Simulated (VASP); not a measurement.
# Lu (P6/mmm) in VASP: a series of runs

The runs below take Lu through relaxation of cell and atoms, single point, with PBE.

All numbers are computed with VASP 6.6.1; they aren't measurements. Logs are shortened: lines on timing, memory, paths and dates and some standing lists are left out, and cuts for length are marked.

**1. The cell of the first run**

Symmetry: P6/mmm, No. 191, hexagonal system. Conventional cell: a = 3.618 Å, b = 3.618 Å, c = 3.000 Å, α = 90.00°, β = 90.00°, γ = 120.00°. Lu (site symmetry 6/mmm) is surrounded by 2 Lu at 3.00 Å.

The cell was built by a generator and needn't be a form met in nature.

**2. Relaxation of cell and atoms, PBE (random cell by space group and Wyckoff sites (P6/mmm, No. 191))**

INCAR

```
ALGO = Normal ; EDIFF = 1E-7
EDIFFG = -0.04 ; ENCUT = 600
GGA = PE ; IBRION = 2
ISIF = 3 ; ISMEAR = 0
LASPH = True ; LCHARG = False
LREAL = False ; LWAVE = False
NELM = 60 ; NSW = 90
PREC = Accurate ; SIGMA = 0.1
```

KPOINTS

```
k-points
0
Gamma
  6 6 6
```

POSCAR

```
Lu
1.0
    3.6176375100      0.0000000000      0.0000000000
   -1.8088187500      3.1329659800      0.0000000000
    0.0000000000      0.0000000000      2.9999141100
Lu
1
Direct
    0.0000000000      0.0000000000      0.5000000000
```

Potentials or basis: VASP PAW PBE potentials, release 64 (Lu).

Command:

```sh
$ cat potpaw_PBE.64/Lu/POTCAR > POTCAR
$ mpirun -np 1 vasp_std > vasp.out
```

OUTCAR:

```text
EDIFF = 1E-7
   EDIFFG = -0.04
   ENCUT = 600
   GGA = PE
   IBRION = 2
   ISIF = 3
   ISMEAR = 0
   LASPH = True
   LREAL = False
   NELM = 60
   NSW = 90
   PREC = Accurate

 ion  position               nearest neighbor table
   1  0.000  0.000  0.500-

  LATTYP: Found a hexagonal cell.
 ALAT       =     3.6176375100
 C/A-ratio  =     0.8292467395

  Lattice vectors:

 A1 = (   3.6176375100,   0.0000000000,   0.0000000000)
 A2 = (  -1.8088187500,   3.1329659800,   0.0000000000)
 A3 = (   0.0000000000,   0.0000000000,   2.9999141100)

Analysis of symmetry for initial positions (statically):
=====================================================================
 Subroutine PRICEL returns:
 Original cell was already a primitive cell.

 Routine SETGRP: Setting up the symmetry group for a
 hexagonal supercell.

 Subroutine GETGRP returns: Found 24 space group operations
 (whereof 24 operations were pure point group operations)
 out of a pool of 24 trial point group operations.

The static configuration has the point symmetry D_6h.

Analysis of symmetry for dynamics (positions and initial velocities):
=====================================================================
 Subroutine PRICEL returns:
 Original cell was already a primitive cell.

 Routine SETGRP: Setting up the symmetry group for a
 hexagonal supercell.

 Subroutine GETGRP returns: Found 24 space group operations
 (whereof 24 operations were pure point group operations)
 out of a pool of 24 trial point group operations.

The dynamic configuration has the point symmetry D_6h.

 Subroutine INISYM returns: Found 24 space group operations
 (whereof 24 operations are pure point group operations),
 and found     1 'primitive' translations

----------------------------------------------------------------------------------------

                                     Primitive cell

  volume of cell :      34.0008

  direct lattice vectors                    reciprocal lattice vectors
     3.617637510  0.000000000  0.000000000     0.276423494  0.159593178  0.000000000
    -1.808818750  3.132965980  0.000000000     0.000000000  0.319186358  0.000000000
     0.000000000  0.000000000  2.999914110     0.000000000  0.000000000  0.333342877

  length of vectors
     3.617637510  3.617637503  2.999914110     0.319186357  0.319186358  0.333342877

  position of ions in fractional coordinates (direct lattice)
     0.000000000  0.000000000  0.500000000

  ion indices of the primitive-cell ions
   primitive index   ion index
                 1           1

----------------------------------------------------------------------------------------

 KPOINTS: k-points

Automatic generation of k-mesh.
 Grid dimensions read from file:
 generate k-points for:    6    6    6

 Generating k-lattice:

  Cartesian coordinates                     Fractional coordinates (reciprocal lattice)
     0.046070582  0.026598863  0.000000000     0.166666667 -0.000000000  0.000000000
     0.000000000  0.053197726  0.000000000     0.000000000  0.166666667  0.000000000
     0.000000000  0.000000000  0.055557146     0.000000000  0.000000000  0.166666667

  Length of vectors
     0.053197726  0.053197726  0.055557146

  Shift w.r.t. Gamma in fractional coordinates (k-lattice)
     0.000000000  0.000000000  0.000000000

 Subroutine IBZKPT returns following result:
 ===========================================

 Found     28 irreducible k-points:

 Following reciprocal coordinates:
            Coordinates               Weight
  0.000000  0.000000  0.000000      1.000000
  0.166667 -0.000000  0.000000      6.000000
  0.333333 -0.000000  0.000000      6.000000
  0.500000 -0.000000  0.000000      3.000000
  0.166667  0.166667  0.000000      6.000000
  0.333333  0.166667  0.000000     12.000000
[... 16 lines left out ...]
  0.166667 -0.000000  0.500000      6.000000
  0.333333 -0.000000  0.500000      6.000000
 [... further k-points ...]
   k-points           NKPTS =     28   k-points in BZ     NKDIM =     28   number of bands    NBANDS=     16
   number of dos      NEDOS =    301   number of ions     NIONS =      1
   total plane-waves  NPLWV =  21600
   dimension x,y,z NGX =    30 NGY =   30 NGZ =   24
   dimension x,y,z NGXF=    60 NGYF=   60 NGZF=   48
   ions per type =               1
   NGX,Y,Z   is equivalent  to a cutoff of  13.79, 13.79, 13.30 a.u.
   NGXF,Y,Z  is equivalent  to a cutoff of  27.57, 27.57, 26.60 a.u.
 SYSTEM =  unknown system
   PREC   = accura    normal or accurate (medium, high low for compatibility)
   ISTART =      0    job   : 0-new  1-cont  2-samecut
   ICHARG =      2    charge: 1-file 2-atom 10-const
   ISPIN  =      1    spin polarized calculation?
   LNONCOLLINEAR =      F non collinear calculations
   LSORBIT =      F    spin-orbit coupling
   LASPH  =      T    aspherical Exc in radial PAW
   ENCUT  =  600.0 eV  44.10 Ry    6.64 a.u.   7.23  7.23  5.99*2*pi/ulx,y,z
   NELM   =     60;   NELMIN=  2; NELMDL= -5     # of ELM steps
   EDIFF  = 0.1E-06   stopping-criterion for ELM
   LREAL  =      F    real-space projection
   EDIFFG = -.4E-01   stopping-criterion for IOM
   NSW    =     90    number of steps for IOM
   IBRION =      2    ionic relax: 0-MD 1-quasi-New 2-CG
   NFREE  =      1    steps in history (QN), initial steepest desc. (CG)
   ISIF   =      3    stress and relaxation
   ISYM   =      2    0-nonsym 1-usesym 2-fastsym
   POTIM  = 0.5000    time-step for ionic-motion
   TEBEG  =    0.0;   TEEND  =   0.0 temperature during run
   PSTRESS=    0.0 pullay stress
   NELECT =      25.0000    total number of electrons
   NUPDOWN=      -1.0000    fix difference up-down
   EMIN   =  10.00;   EMAX   =-10.00  energy-range for DOS
   EFERMI =   0.00;   METHOD = LEGACY
   ISMEAR =     0;   SIGMA  =   0.10  broadening in eV -4-tet -1-fermi 0-gaus
   EFERMI_NEDOS =   21; number of points for ismear=-14 and -15
   IALGO  =     38    algorithm
   IMIX   =      4    mixing-type and parameters
     AMIX     =   0.40;   BMIX     =  1.00
     AMIX_MAG =   1.60;   BMIX_MAG =  1.00
  volume/ion in A,a.u.               =      34.00       229.45
  Fermi-wavevector in a.u.,A,eV,Ry     =   1.477605  2.792268 29.705820  2.183316
  Thomas-Fermi vector in A             =   2.591988
   LORBIT       =      0    0 simple, 1 ext, 2 COOP (PROOUT), +10 PAW based schemes
   GGA     = PE    functional components
   LHFCALC =     F    Hartree Fock is set to
   AEXX    =    0.0000 exact exchange contribution
   IVDW    =     0    specifies the selected vdW correction
   LEPSILON=     F    determine dielectric tensor
   LRPA    =     F    only Hartree local field effects (RPA)
 conjugate gradient relaxation of ions
 non-spin polarized calculation
 Gauss-broadening in eV      SIGMA  =   0.10
  energy-cutoff  :      600.00
  volume of cell :       34.00
 maximum number of plane-waves:      1152
 NGX is ok and might be reduce to    30
   NGX = 15   NGY = 15   NGZ = 11

--------------------------------------- Ionic step        1  -------------------------------------------

 number of electron      25.0000004 magnetization

 Free energy of the ion-electron system (eV)
  ---------------------------------------------------
  ext. energy  EPLUGINS =         0.00000000
  ---------------------------------------------------
  free energy    TOTEN  =        -3.85154200 eV

  energy without entropy =       -3.84357483  energy(sigma->0) =       -3.84755842

 E-fermi :   1.5091     XC(G=0):  -9.9191

 val. band max:        1.5071448018   @ k =   0.1667   0.1667   0.0000
 cond. band min:       1.5983291376   @ k =   0.3333  -0.0000   0.5000
 fundamental gap:      0.0911843358
 Fermi energy:         1.5091045053

 k-point     1 :       0.0000    0.0000    0.0000
  band No.  band energies     occupation
      1     -55.1474      2.00000
      2     -25.6681      2.00000
      3     -25.6681      2.00000
      4     -25.3747      2.00000
      5      -3.9300      2.00000
      6      -3.8663      2.00000
[... 8 lines left out ...]
     15       3.4471      0.00000
     16       7.8571      0.00000

 k-point     2 :       0.1667   -0.0000    0.0000
  band No.  band energies     occupation
      1     -55.1449      2.00000
      2     -25.7281      2.00000
      3     -25.6824      2.00000
      4     -25.3696      2.00000
      5      -3.8735      2.00000
      6      -3.8678      2.00000
[... 8 lines left out ...]
     15       3.9932      0.00000
     16       7.3199      0.00000

 k-point     3 :       0.3333   -0.0000    0.0000
  band No.  band energies     occupation
      1     -55.1399      2.00000
      2     -25.8457      2.00000
      3     -25.7109      2.00000
      4     -25.3596      2.00000
      5      -3.8864      2.00000
      6      -3.8714      2.00000
[... 8 lines left out ...]
     15       5.4882      0.00000
     16       6.5190      0.00000
[... 509 lines left out ...]
  FORCE on cell =-STRESS in cart. coord.  units (eV):
  Direction    XX          YY          ZZ          XY          YZ          ZX
  --------------------------------------------------------------------------------------
  -------------------------------------------------------------------------------------
  Total        0.0424538      0.0424538      0.0354954      0.0000000      0.0000000      0.0000000
  in kB        2.2186712      2.2186712      1.8550175      0.0000000      0.0000000      0.0000000
  external PRESSURE =       2.0974533 kB  Pullay stress =       0.0000000 kB

 VOLUME and BASIS-vectors are now :
 -----------------------------------------------------------------------------
  energy-cutoff  :      600.00
  volume of cell :       30.66
      direct lattice vectors                 reciprocal lattice vectors
     3.332103009 -0.000000000  0.000000000     0.300110770  0.173269034  0.000000000
    -1.666051500  2.885685850 -0.000000000     0.000000000  0.346538068  0.000000000
     0.000000000 -0.000000000  3.188356773     0.000000000  0.000000000  0.313641186

 POSITION                                       TOTAL-FORCE (eV/Angst)
 -----------------------------------------------------------------------------------
      3.33210     -0.00000      1.59418        -0.000000     -0.000000      0.000000
 -----------------------------------------------------------------------------------
    total drift:                                0.000000     -0.000000     -0.000000

  FREE ENERGIE OF THE ION-ELECTRON SYSTEM (eV)
  ---------------------------------------------------
  free  energy   TOTEN  =        -4.0157005215 eV

  energy  without entropy=       -3.9986239628  energy(sigma->0) =       -4.00716224

--------------------------------------- Ionic step        5  -------------------------------------------

 number of electron      25.0000002 magnetization

 Free energy of the ion-electron system (eV)
  ---------------------------------------------------
  ext. energy  EPLUGINS =         0.00000000
  ---------------------------------------------------
  free energy    TOTEN  =        -4.01582612 eV

  energy without entropy =       -3.99889657  energy(sigma->0) =       -4.00736135

 E-fermi :   1.8891     XC(G=0): -10.3712

 val. band max:        1.8714926194   @ k =   0.3333   0.1667   0.3333
 cond. band min:       1.9100100935   @ k =   0.1667  -0.0000   0.0000
 fundamental gap:      0.0385174741
 Fermi energy:         1.8891058764

 k-point     1 :       0.0000    0.0000    0.0000
  band No.  band energies     occupation
      1     -54.5439      2.00000
      2     -25.0458      2.00000
      3     -24.9048      2.00000
      4     -24.9048      2.00000
      5      -3.8365      2.00000
      6      -3.2828      2.00000
[... 8 lines left out ...]
     15       4.2376      0.00000
     16       8.3265      0.00000

 k-point     2 :       0.1667   -0.0000    0.0000
  band No.  band energies     occupation
      1     -54.5362      2.00000
      2     -25.0393      2.00000
      3     -25.0316      2.00000
      4     -24.9358      2.00000
      5      -3.2912      2.00000
      6      -3.2756      2.00000
[... 8 lines left out ...]
     15       4.9555      0.00000
     16       7.1971      0.00000

 k-point     3 :       0.3333   -0.0000    0.0000
  band No.  band energies     occupation
      1     -54.5209      2.00000
      2     -25.2983      2.00000
      3     -25.0029      2.00000
      4     -24.9969      2.00000
      5      -3.3152      2.00000
      6      -3.2844      2.00000
[... 8 lines left out ...]
     15       5.8598      0.00000
     16       6.8957      0.00000
[... 402 lines left out ...]
------------------------ aborting loop because EDIFF is reached ----------------------------------------

  FORCE on cell =-STRESS in cart. coord.  units (eV):
  Direction    XX          YY          ZZ          XY          YZ          ZX
  --------------------------------------------------------------------------------------
  -------------------------------------------------------------------------------------
  Total       -0.0046753     -0.0046753      0.0062796     -0.0000000      0.0000000      0.0000000
  in kB       -0.2428389     -0.2428389      0.3261696     -0.0000000      0.0000000      0.0000000
  external PRESSURE =      -0.0531694 kB  Pullay stress =       0.0000000 kB

 VOLUME and BASIS-vectors are now :
 -----------------------------------------------------------------------------
  energy-cutoff  :      600.00
  volume of cell :       30.85
      direct lattice vectors                 reciprocal lattice vectors
     3.339325555 -0.000000000 -0.000000000     0.299461668  0.172894274 -0.000000000
    -1.669662773  2.891940758 -0.000000000     0.000000000  0.345788550 -0.000000000
     0.000000000  0.000000000  3.194134990     0.000000000  0.000000000  0.313073807

 POSITION                                       TOTAL-FORCE (eV/Angst)
 -----------------------------------------------------------------------------------
     -1.66966      2.89194      1.59707         0.000000      0.000000      0.000000
 -----------------------------------------------------------------------------------
    total drift:                               -0.000000      0.000000      0.000000

  FREE ENERGIE OF THE ION-ELECTRON SYSTEM (eV)
  ---------------------------------------------------
  free  energy   TOTEN  =        -4.0158261246 eV

  energy  without entropy=       -3.9988965737  energy(sigma->0) =       -4.00736135

 reached required accuracy - stopping structural energy minimisation
```

Wall time 54 s (1 thread of AMD EPYC 9R45 (Zen 5), shared host); peak memory 0.15 GiB.

What came out:

* Free energy: -4.0158 eV
* Relaxed volume: 30.85 Å³/atom
* Relaxed cell: a = 3.339 Å, b = 3.339 Å, c = 3.194 Å, α = 90.00°, β = 90.00°, γ = 120.00°
* Space group after relaxing (to 0.05 Å): P6/mmm (No. 191)
* Energy gained by relaxing: 164.3 meV/atom
* Ionic steps: 5
* Pressure after relaxing: 0.0 GPa
* Band gap on the k mesh: none (metal or under the smearing width)

Step by step:
```
step  energy change (eV)  largest force (eV/Å)  pressure (GPa)  volume (Å³)
   1              0.0000                0.0000           -2.40        34.00
   2             -0.1540                0.0000           -0.83        31.43
   3             -0.1642                0.0000            0.13        30.72
   4             -0.1642                0.0000            0.21        30.66
   5             -0.1643                0.0000           -0.01        30.85
```

Final structure:
```cif
data_structure
_symmetry_space_group_name_H-M 'P 1'
_symmetry_Int_Tables_number 1
_cell_length_a 3.3393
_cell_length_b 3.3393
_cell_length_c 3.1941
_cell_angle_alpha 90.000
_cell_angle_beta 90.000
_cell_angle_gamma 120.000
_cell_volume 30.85
loop_
_atom_site_label
_atom_site_type_symbol
_atom_site_fract_x
_atom_site_fract_y
_atom_site_fract_z
_atom_site_occupancy
Lu1 Lu 0.00000 0.00000 0.50000 1
```

Levels at points of the mesh, in eV from the Fermi level:
```csv
k point,band 11,band 12,band 13,band 14,band 15,band 16
"(0.00, 0.00, 0.00)",-5.12,-5.04,-0.28,2.35,2.35,6.44
"(0.50, 0.00, 0.00)",-5.08,-2.34,0.16,0.36,3.47,5.81
"(0.00, 0.00, 0.50)",-5.04,-2.80,-0.39,3.01,3.01,3.88
"(0.50, 0.00, 0.50)",-5.07,-1.51,-0.41,2.72,4.14,4.17
```

The run has no spin-orbit coupling, so splittings on Lu are missing.

**3. Single point, PBE (random cell by space group and Wyckoff sites (P6/mmm, No. 191))**

INCAR

```
SYSTEM = Lu
PREC     = Accurate       ! precision mode
ENCUT    = 520            ! plane-wave cutoff, eV
EDIFF    = 1E-6           ! SCF threshold, eV
ISMEAR   = 0              ! smearing method
SIGMA    = 0.1            ! smearing width, eV
LREAL    = .FALSE.        ! projectors in reciprocal space
LASPH    = .TRUE.         ! aspherical terms in the spheres
NELM     = 100            ! most SCF steps
ALGO     = Fast           ! electronic algorithm
ISIF     = 2              ! what is computed and relaxed
LWAVE    = .FALSE.        ! write WAVECAR
LCHARG   = .FALSE.        ! write CHGCAR
GGA      = PE             ! functional
NBANDS   = 18             ! bands
```

KPOINTS

```
Automatic mesh
0
G
  21 21 18
  0 0 0
```

POSCAR

```
Lu
1.0
    3.3076636395      0.0000000000      0.0000000000
   -1.6538318197      2.8645207390      0.0000000000
    0.0000000000      0.0000000000      3.2722130174
Lu
1
Direct
    0.0000000000      0.0000000000      0.5000000000
```

Potentials or basis: VASP PAW PBE potentials, release 64 (Lu).

Command:

```sh
$ cat potpaw_PBE.64/Lu/POTCAR > POTCAR
$ mpirun -np 1 vasp_std > vasp.out
```

It took 7.1 min on 1 thread of Intel Xeon Platinum 8488C (Sapphire Rapids), shared host; peak memory 0.38 GiB.

Results (log left out):

| Property | Result |
| --- | --- |
| Free energy | -4.0370 eV |
| Pressure | -2.8 GPa |
| Band gap on the k mesh | none (metal or under the smearing width) |

Levels at points of the mesh, in eV from the Fermi level:
```csv
k point,band 11,band 12,band 13,band 14,band 15,band 16
"(0.00, 0.00, 0.00)",-5.16,-5.08,-0.31,2.35,2.35,6.33
"(0.00, 0.00, 0.50)",-5.08,-3.05,-0.59,2.91,2.91,4.11
```

Spin-orbit coupling is left out, which matters for the levels of Lu.
